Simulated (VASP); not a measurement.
# NaI (Fm-3m) in VASP: settings compared, part 2 of 3

VASP 6.6.1. The steps go on from the part before.

### Step 3. Single point, PBE

Input file run.py:

```python
from ase.calculators.vasp import Vasp
from ase.dft.bandgap import bandgap
from ase.io import read

atoms = read('NaI.cif', primitive_cell=True, subtrans_included=False)
calc = Vasp(
    directory='calc',
    xc='pbe',
    pp='PBE',
    setups='recommended',
    prec='Accurate',
    encut=520,
    ediff=1e-06,
    ismear=0,
    sigma=0.1,
    lreal=False,
    lasph=True,
    nelm=100,
    algo='Fast',
    isif=2,
    lwave=False,
    lcharg=True,
    lelf=True,
    lvhar=True,
    kpts=[7, 7, 7],
    gamma=True,
    nbands=14,
)
atoms.calc = calc

print('energy (eV):', atoms.get_potential_energy())
print('free energy (eV):', atoms.get_potential_energy(force_consistent=True))
print('forces (eV/A):')
print(atoms.get_forces())
print('stress (eV/A^3, Voigt):', atoms.get_stress())
print('Fermi level (eV):', calc.get_fermi_level())
gap, top, bottom = bandgap(calc)
print('band gap (eV):', gap, 'from (spin, k, band)', top, 'to', bottom)
```

Input file NaI.cif:

```cif
data_NaI
_cell_length_a 6.47280000
_cell_length_b 6.47280000
_cell_length_c 6.47280000
_cell_angle_alpha 90.00000000
_cell_angle_beta 90.00000000
_cell_angle_gamma 90.00000000
_space_group_name_H-M_alt 'Fm-3m'
_space_group_name_Hall '-F 4 2 3'
_space_group_IT_number 225
loop_
_space_group_symop_operation_xyz
'x,y,z'
'-x,-y,-z'
'-y,x,z'
'y,-x,-z'
'-x,-y,z'
'x,y,-z'
'y,-x,z'
'-y,x,-z'
'x,-y,-z'
'-x,y,z'
'-y,-x,-z'
'y,x,z'
'-x,y,-z'
'x,-y,z'
'y,x,-z'
'-y,-x,z'
'z,x,y'
'-z,-x,-y'
'z,-y,x'
'-z,y,-x'
'z,-x,-y'
'-z,x,y'
'z,y,-x'
'-z,-y,x'
'-z,x,-y'
'z,-x,y'
'-z,-y,-x'
'z,y,x'
'-z,-x,y'
'z,x,-y'
'-z,y,x'
'z,-y,-x'
'y,z,x'
'-y,-z,-x'
'x,z,-y'
'-x,-z,y'
'-y,z,-x'
'y,-z,x'
'-x,z,y'
'x,-z,-y'
'-y,-z,x'
'y,z,-x'
'-x,-z,-y'
'x,z,y'
'y,-z,-x'
'-y,z,x'
'x,-z,y'
'-x,z,-y'
'x,y+1/2,z+1/2'
'-x,-y+1/2,-z+1/2'
'-y,x+1/2,z+1/2'
'y,-x+1/2,-z+1/2'
[... 63 lines left out ...]
'-z+1/2,y,-x+1/2'
'z+1/2,-x,-y+1/2'
'-z+1/2,x,y+1/2'
'z+1/2,y,-x+1/2'
'-z+1/2,-y,x+1/2'
'-z+1/2,x,-y+1/2'
'z+1/2,-x,y+1/2'
'-z+1/2,-y,-x+1/2'
'z+1/2,y,x+1/2'
'-z+1/2,-x,y+1/2'
'z+1/2,x,-y+1/2'
'-z+1/2,y,x+1/2'
'z+1/2,-y,-x+1/2'
'y+1/2,z,x+1/2'
'-y+1/2,-z,-x+1/2'
'x+1/2,z,-y+1/2'
'-x+1/2,-z,y+1/2'
'-y+1/2,z,-x+1/2'
'y+1/2,-z,x+1/2'
'-x+1/2,z,y+1/2'
'x+1/2,-z,-y+1/2'
'-y+1/2,-z,x+1/2'
'y+1/2,z,-x+1/2'
'-x+1/2,-z,-y+1/2'
'x+1/2,z,y+1/2'
'y+1/2,-z,-x+1/2'
'-y+1/2,z,x+1/2'
'x+1/2,-z,y+1/2'
'-x+1/2,z,-y+1/2'
'x+1/2,y+1/2,z'
'-x+1/2,-y+1/2,-z'
'-y+1/2,x+1/2,z'
'y+1/2,-x+1/2,-z'
'-x+1/2,-y+1/2,z'
'x+1/2,y+1/2,-z'
'y+1/2,-x+1/2,z'
'-y+1/2,x+1/2,-z'
'x+1/2,-y+1/2,-z'
'-x+1/2,y+1/2,z'
'-y+1/2,-x+1/2,-z'
'y+1/2,x+1/2,z'
'-x+1/2,y+1/2,-z'
'x+1/2,-y+1/2,z'
'y+1/2,x+1/2,-z'
'-y+1/2,-x+1/2,z'
'z+1/2,x+1/2,y'
'-z+1/2,-x+1/2,-y'
'z+1/2,-y+1/2,x'
'-z+1/2,y+1/2,-x'
'z+1/2,-x+1/2,-y'
'-z+1/2,x+1/2,y'
'z+1/2,y+1/2,-x'
'-z+1/2,-y+1/2,x'
'-z+1/2,x+1/2,-y'
'z+1/2,-x+1/2,y'
'-z+1/2,-y+1/2,-x'
'z+1/2,y+1/2,x'
'-z+1/2,-x+1/2,y'
'z+1/2,x+1/2,-y'
'-z+1/2,y+1/2,x'
'z+1/2,-y+1/2,-x'
'y+1/2,z+1/2,x'
'-y+1/2,-z+1/2,-x'
'x+1/2,z+1/2,-y'
'-x+1/2,-z+1/2,y'
'-y+1/2,z+1/2,-x'
'y+1/2,-z+1/2,x'
'-x+1/2,z+1/2,y'
'x+1/2,-z+1/2,-y'
'-y+1/2,-z+1/2,x'
'y+1/2,z+1/2,-x'
'-x+1/2,-z+1/2,-y'
'x+1/2,z+1/2,y'
'y+1/2,-z+1/2,-x'
'-y+1/2,z+1/2,x'
'x+1/2,-z+1/2,y'
'-x+1/2,z+1/2,-y'
loop_
_atom_site_label
_atom_site_type_symbol
_atom_site_symmetry_multiplicity
_atom_site_Wyckoff_symbol
_atom_site_fract_x
_atom_site_fract_y
_atom_site_fract_z
_atom_site_occupancy
I1 I 4 b 0.5000000000 0.0000000000 0.0000000000 1
Na1 Na 4 a 0.0000000000 0.0000000000 0.0000000000 1
```

Potentials or basis: VASP PAW PBE potentials, release 64 (I, Na_pv).

On the command line:

```console
$ python run.py
```

Output:

```text
energy (eV): -5.38505415
free energy (eV): -5.38505415
forces (eV/A):
[[ 0.  0. -0.]
 [-0. -0.  0.]]
stress (eV/A^3, Voigt): [-0.00270357 -0.00270357 -0.00270357 -0.         -0.         -0.        ]
Fermi level (eV): 1.31409723
band gap (eV): 3.6405000000000003 from (spin, k, band) (0, np.int64(0), np.int64(6)) to (0, np.int64(0), np.int64(7))
```

OUTCAR:

```text
ENCUT = 520.000000
   EDIFF = 1.00e-06
   GGA = PE
   PREC = Accurate
   ISIF = 2
   ISMEAR = 0
   NELM = 100
   LASPH = .TRUE.
   LREAL = .FALSE.

 ion  position               nearest neighbor table
   1  0.500  0.500  0.500-
   2  0.000  0.000  0.000-

  LATTYP: Found a face centered cubic cell.
 ALAT       =     6.4728000000

  Lattice vectors:

 A1 = (   0.0000000000,   3.2364000000,   3.2364000000)
 A2 = (   3.2364000000,   0.0000000000,   3.2364000000)
 A3 = (   3.2364000000,   3.2364000000,   0.0000000000)

Analysis of symmetry for initial positions (statically):
=====================================================================
 Subroutine PRICEL returns:
 Original cell was already a primitive cell.

 Routine SETGRP: Setting up the symmetry group for a
 face centered cubic supercell.

 Subroutine GETGRP returns: Found 48 space group operations
 (whereof 48 operations were pure point group operations)
 out of a pool of 48 trial point group operations.

The static configuration has the point symmetry O_h .

Analysis of symmetry for dynamics (positions and initial velocities):
=====================================================================
 Subroutine PRICEL returns:
 Original cell was already a primitive cell.

 Routine SETGRP: Setting up the symmetry group for a
 face centered cubic supercell.

 Subroutine GETGRP returns: Found 48 space group operations
 (whereof 48 operations were pure point group operations)
 out of a pool of 48 trial point group operations.

The dynamic configuration has the point symmetry O_h .

 Subroutine INISYM returns: Found 48 space group operations
 (whereof 48 operations are pure point group operations),
 and found     1 'primitive' translations

----------------------------------------------------------------------------------------

                                     Primitive cell

  volume of cell :      67.7980

  direct lattice vectors                    reciprocal lattice vectors
     0.000000000  3.236400000  3.236400000    -0.154492646  0.154492646  0.154492646
     3.236400000  0.000000000  3.236400000     0.154492646 -0.154492646  0.154492646
     3.236400000  3.236400000  0.000000000     0.154492646  0.154492646 -0.154492646

  length of vectors
     4.576960773  4.576960773  4.576960773     0.267589113  0.267589113  0.267589113

  position of ions in fractional coordinates (direct lattice)
     0.500000000  0.500000000  0.500000000
     0.000000000  0.000000000  0.000000000
[... 84 lines left out ...]
   NUPDOWN=      -1.0000    fix difference up-down
   EMIN   =  10.00;   EMAX   =-10.00  energy-range for DOS
   EFERMI =   0.00;   METHOD = LEGACY
   ISMEAR =     0;   SIGMA  =   0.10  broadening in eV -4-tet -1-fermi 0-gaus
   EFERMI_NEDOS =   21; number of points for ismear=-14 and -15
   IALGO  =     68    algorithm
   IMIX   =      4    mixing-type and parameters
     AMIX     =   0.40;   BMIX     =  1.00
     AMIX_MAG =   1.60;   BMIX_MAG =  1.00
  volume/ion in A,a.u.               =      33.90       228.76
  Fermi-wavevector in a.u.,A,eV,Ry     =   0.967636  1.828567 12.739397  0.936319
  Thomas-Fermi vector in A             =   2.097538
   LORBIT       =      0    0 simple, 1 ext, 2 COOP (PROOUT), +10 PAW based schemes
   GGA     = PE    functional components
   LHFCALC =     F    Hartree Fock is set to
   AEXX    =    0.0000 exact exchange contribution
   IVDW    =     0    specifies the selected vdW correction
   LEPSILON=     F    determine dielectric tensor
   LRPA    =     F    only Hartree local field effects (RPA)
 non-spin polarized calculation
 RMM-DIIS sequential band-by-band and
 Gauss-broadening in eV      SIGMA  =   0.10
  energy-cutoff  :      520.00
  volume of cell :       67.80
 maximum number of plane-waves:      1841
 NGX is ok and might be reduce to    36
   NGX = 17   NGY = 17   NGZ = 17

 number of electron      13.9999993 magnetization

 Free energy of the ion-electron system (eV)
  ---------------------------------------------------
  ext. energy  EPLUGINS =         0.00000000
  ---------------------------------------------------
  free energy    TOTEN  =        -5.38505415 eV

  energy without entropy =       -5.38505415  energy(sigma->0) =       -5.38505415

 E-fermi :   1.3141     XC(G=0):  -7.7046

 val. band max:        0.8068003876   @ k =   0.0000   0.0000   0.0000
 cond. band min:       4.4473232721   @ k =   0.0000   0.0000   0.0000
 fundamental gap:      3.6405228845
 Fermi energy:         1.3140972337

 k-point     1 :       0.0000    0.0000    0.0000
  band No.  band energies     occupation
      1     -21.6325      2.00000
      2     -21.6324      2.00000
      3     -21.6324      2.00000
      4     -10.2107      2.00000
      5       0.8068      2.00000
      6       0.8068      2.00000
      7       0.8068      2.00000
      8       4.4473      0.00000
      9       8.7363      0.00000
     10       8.7363      0.00000
     11       8.7363      0.00000
     12      10.5545      0.00000
     13      10.5545      0.00000
     14      11.2423      0.00000
[... 309 lines left out ...]
      1     -21.6354      2.00000
      2     -21.6354      2.00000
      3     -21.6339      2.00000
      4      -9.8182      2.00000
      5      -0.6784      2.00000
      6      -0.6181      2.00000
      7       0.0522      2.00000
      8       6.5222      0.00000
      9       7.8246      0.00000
     10       8.7432      0.00000
     11       9.1065      0.00000
     12      11.7616      0.00000
     13      12.3821      0.00000
     14      14.4124      0.00000

------------------------ aborting loop because EDIFF is reached ----------------------------------------

  FORCE on cell =-STRESS in cart. coord.  units (eV):
  Direction    XX          YY          ZZ          XY          YZ          ZX
  --------------------------------------------------------------------------------------
  -------------------------------------------------------------------------------------
  Total        0.1832966      0.1832966      0.1832966     -0.0000000      0.0000000      0.0000000
  in kB        4.3316000      4.3316000      4.3316000     -0.0000000      0.0000000      0.0000000
  external PRESSURE =       4.3316000 kB  Pullay stress =       0.0000000 kB

 VOLUME and BASIS-vectors are now :
 -----------------------------------------------------------------------------
  energy-cutoff  :      520.00
  volume of cell :       67.80
      direct lattice vectors                 reciprocal lattice vectors
     0.000000000  3.236400000  3.236400000    -0.154492646  0.154492646  0.154492646
     3.236400000  0.000000000  3.236400000     0.154492646 -0.154492646  0.154492646
     3.236400000  3.236400000  0.000000000     0.154492646  0.154492646 -0.154492646

 POSITION                                       TOTAL-FORCE (eV/Angst)
 -----------------------------------------------------------------------------------
      3.23640      3.23640      3.23640         0.000000      0.000000     -0.000000
      0.00000      0.00000      0.00000        -0.000000     -0.000000      0.000000
 -----------------------------------------------------------------------------------
    total drift:                                0.000000      0.000000      0.000000

  FREE ENERGIE OF THE ION-ELECTRON SYSTEM (eV)
  ---------------------------------------------------
  free  energy   TOTEN  =        -5.3850541516 eV

  energy  without entropy=       -5.3850541516  energy(sigma->0) =       -5.38505415
```

INCAR:

```text
ENCUT = 520.000000
SIGMA = 0.100000
EDIFF = 1.00e-06
ALGO = Fast
GGA = PE
PREC = Accurate
ISIF = 2
ISMEAR = 0
NBANDS = 14
NELM = 100
LASPH = .TRUE.
LCHARG = .TRUE.
LELF = .TRUE.
LVHAR = .TRUE.
LWAVE = .FALSE.
LREAL = .FALSE.
```

Run time: 24 s. Hardware: 1 thread of Intel Xeon Platinum 8488C (Sapphire Rapids), shared host; peak memory 0.2 GiB.

Results:

| Quantity | Value |
| --- | --- |
| Free energy | -5.3851 eV |
| Pressure | 0.4 GPa |
| Band gap on the k mesh | 3.64 eV, direct |

Caveat: spin-orbit coupling is left out, which moves the levels of the heavy elements.

### Step 4. Single point, PBE

Input file INCAR:

```
SYSTEM = NaI
PREC = Accurate
ENCUT = 400
EDIFF = 1E-6
ISMEAR = 0
SIGMA = 0.02
LREAL = .False.
LASPH = .True.
NELM = 100
ALGO = Normal
ISIF = 2
LWAVE = .False.
LCHARG = .True.
GGA = PE
LELF = .True.
LVHAR = .True.
```

Input file KPOINTS:

```
Automatic mesh
0
Gamma
  3 3 3
  0 0 0
```

Input file POSCAR:

```
NaI
1.0
    0.0000000000      3.2364000000      3.2364000000
    3.2364000000      0.0000000000      3.2364000000
    3.2364000000      3.2364000000      0.0000000000
I Na
1 1
Direct
    0.5000000000      0.5000000000      0.5000000000
    0.0000000000      0.0000000000      0.0000000000
```

Potentials or basis: VASP PAW PBE potentials, release 64 (I_GW, Na_sv_GW).

On the command line:

```console
$ cat potpaw_PBE.64/I_GW/POTCAR potpaw_PBE.64/Na_sv_GW/POTCAR > POTCAR
$ mpirun -np 1 vasp_std > vasp.out
```

It took 14 s on 1 thread of AMD EPYC 7R13 (Zen 3), shared host; peak memory 0.13 GiB.

It converged, with:

| Property | Result |
| --- | --- |
| Free energy | -7.4207 eV |
| Band gap on the k mesh | 3.63 eV, direct |

Levels at points of the mesh, in eV from the valence-band top:
```csv
k point,band 5,band 6,band 7,band 8,band 9,band 10,band 11,band 12
"(0.00, 0.00, 0.00)",-11.01,0.00,0.00,0.00,3.63,7.95,7.95,7.95
```

Caveat: the k mesh is coarse (spacing up to 0.56 Å⁻¹), so the values aren't converged; the cutoff is under 1.25 times the usual one of these potentials, so pressure, stress and relaxed cells hold a basis-set (Pulay) error; spin-orbit coupling is left out, which moves the levels of the heavy elements.

### Step 5. Single point, PBE

Input file INCAR:

```
PREC = Accurate
ENCUT = 520
EDIFF = 1E-6
ISMEAR = 0
SIGMA = 0.019000000000000003
LREAL = F
LASPH = T
NELM = 100
ALGO = Normal
ISIF = 2
LWAVE = F
LCHARG = F
GGA = PE
NBANDS = 14
```

Input file KPOINTS:

```
Automatic mesh
0
Gamma
  7 7 7
```

POSCAR is that of step 4.

Potentials or basis: VASP PAW PBE potentials, release 64 (I, Na_pv).

On the command line:

```console
$ cat potpaw_PBE.64/I/POTCAR potpaw_PBE.64/Na_pv/POTCAR > POTCAR
$ mpirun -np 1 vasp_std > vasp.out
```

OUTCAR:

```text
PREC = Accurate
   ENCUT = 520
   EDIFF = 1E-6
   ISMEAR = 0
   LREAL = F
   LASPH = T
   NELM = 100
   ISIF = 2
   GGA = PE

 ion  position               nearest neighbor table
   1  0.500  0.500  0.500-
   2  0.000  0.000  0.000-

  LATTYP: Found a face centered cubic cell.
 ALAT       =     6.4728000000

  Lattice vectors:

 A1 = (   0.0000000000,   3.2364000000,   3.2364000000)
 A2 = (   3.2364000000,   0.0000000000,   3.2364000000)
 A3 = (   3.2364000000,   3.2364000000,   0.0000000000)

Analysis of symmetry for initial positions (statically):
=====================================================================
 Subroutine PRICEL returns:
 Original cell was already a primitive cell.

 Routine SETGRP: Setting up the symmetry group for a
 face centered cubic supercell.

 Subroutine GETGRP returns: Found 48 space group operations
 (whereof 48 operations were pure point group operations)
 out of a pool of 48 trial point group operations.

The static configuration has the point symmetry O_h .
[... 167 lines left out ...]
      1     -21.6329      2.00000
      2     -21.6329      2.00000
      3     -21.6329      2.00000
      4     -10.2112      2.00000
      5       0.8064      2.00000
      6       0.8064      2.00000
      7       0.8064      2.00000
      8       4.4469      0.00000
      9       8.7362      0.00000
     10       8.7362      0.00000
     11       8.7362      0.00000
     12      10.5544      0.00000
     13      10.5544      0.00000
     14      11.2412      0.00000
[... 309 lines left out ...]
      1     -21.6359      2.00000
      2     -21.6359      2.00000
      3     -21.6343      2.00000
      4      -9.8187      2.00000
      5      -0.6787      2.00000
      6      -0.6184      2.00000
      7       0.0519      2.00000
      8       6.5220      0.00000
      9       7.8241      0.00000
     10       8.7426      0.00000
     11       9.1063      0.00000
     12      11.7615      0.00000
     13      12.3819      0.00000
     14      14.4094      0.00000

------------------------ aborting loop because EDIFF is reached ----------------------------------------

  FORCE on cell =-STRESS in cart. coord.  units (eV):
  Direction    XX          YY          ZZ          XY          YZ          ZX
  --------------------------------------------------------------------------------------
  -------------------------------------------------------------------------------------
  Total        0.1878262      0.1878262      0.1878262     -0.0000000     -0.0000000      0.0000000
  in kB        4.4386432      4.4386432      4.4386432     -0.0000000     -0.0000000      0.0000000
  external PRESSURE =       4.4386432 kB  Pullay stress =       0.0000000 kB

 VOLUME and BASIS-vectors are now :
 -----------------------------------------------------------------------------
  energy-cutoff  :      520.00
  volume of cell :       67.80
      direct lattice vectors                 reciprocal lattice vectors
     0.000000000  3.236400000  3.236400000    -0.154492646  0.154492646  0.154492646
     3.236400000  0.000000000  3.236400000     0.154492646 -0.154492646  0.154492646
     3.236400000  3.236400000  0.000000000     0.154492646  0.154492646 -0.154492646

 POSITION                                       TOTAL-FORCE (eV/Angst)
 -----------------------------------------------------------------------------------
      3.23640      3.23640      3.23640         0.000000      0.000000      0.000000
      0.00000      0.00000      0.00000        -0.000000     -0.000000     -0.000000
 -----------------------------------------------------------------------------------
    total drift:                                0.000000      0.000000      0.000000

  FREE ENERGIE OF THE ION-ELECTRON SYSTEM (eV)
  ---------------------------------------------------
  free  energy   TOTEN  =        -5.3850537606 eV

  energy  without entropy=       -5.3850537606  energy(sigma->0) =       -5.38505376
```

OSZICAR:

```text
N       E                     dE             d eps       ncg     rms          rms(c)
DAV:   1     0.835587823691E+02    0.83559E+02   -0.66232E+03   560   0.886E+02
DAV:   2     0.115353431636E+01   -0.82405E+02   -0.76744E+02   596   0.223E+02
DAV:   3    -0.529313698025E+01   -0.64467E+01   -0.63952E+01   752   0.606E+01
DAV:   4    -0.544884928857E+01   -0.15571E+00   -0.15568E+00   698   0.959E+00
DAV:   5    -0.545266950867E+01   -0.38202E-02   -0.38202E-02   752   0.150E+00    0.163E+00
DAV:   6    -0.539163314751E+01    0.61036E-01   -0.70862E-02   656   0.155E+00    0.110E+00
DAV:   7    -0.538300502335E+01    0.86281E-02   -0.64864E-02   728   0.131E+00    0.607E-01
DAV:   8    -0.538507447434E+01   -0.20695E-02   -0.53336E-03   644   0.576E-01    0.175E-01
DAV:   9    -0.538503932295E+01    0.35151E-04   -0.20583E-04   662   0.124E-01    0.396E-02
DAV:  10    -0.538505284064E+01   -0.13518E-04   -0.35490E-05   668   0.602E-02    0.103E-02
DAV:  11    -0.538505376056E+01   -0.91992E-06   -0.40551E-06   722   0.193E-02
   1 F= -.53850538E+01 E0= -.53850538E+01  d E =-.461938E-27
```

stdout:

```text
POSCAR found type information on POSCAR I Na
 POSCAR found :  2 types and       2 ions
 scaLAPACK will be used
 LDA part: xc-table for (Slater+PW92), standard interpolation
 POSCAR, INCAR and KPOINTS ok, starting setup
 FFT: planning ... GRIDC
 FFT: planning ... GRID_SOFT
 FFT: planning ... GRID
 WAVECAR not read
 entering main loop
```

Wall time 24 s (1 thread of Intel Xeon Platinum 8488C (Sapphire Rapids), shared host); peak memory 0.21 GiB.

Results:

- Free energy: -5.3851 eV
- Pressure: 0.4 GPa
- Band gap on the k mesh: 3.64 eV, direct

Caveat: spin-orbit coupling is left out, which moves the levels of the heavy elements.

(Part 2 of 3 ends here.)
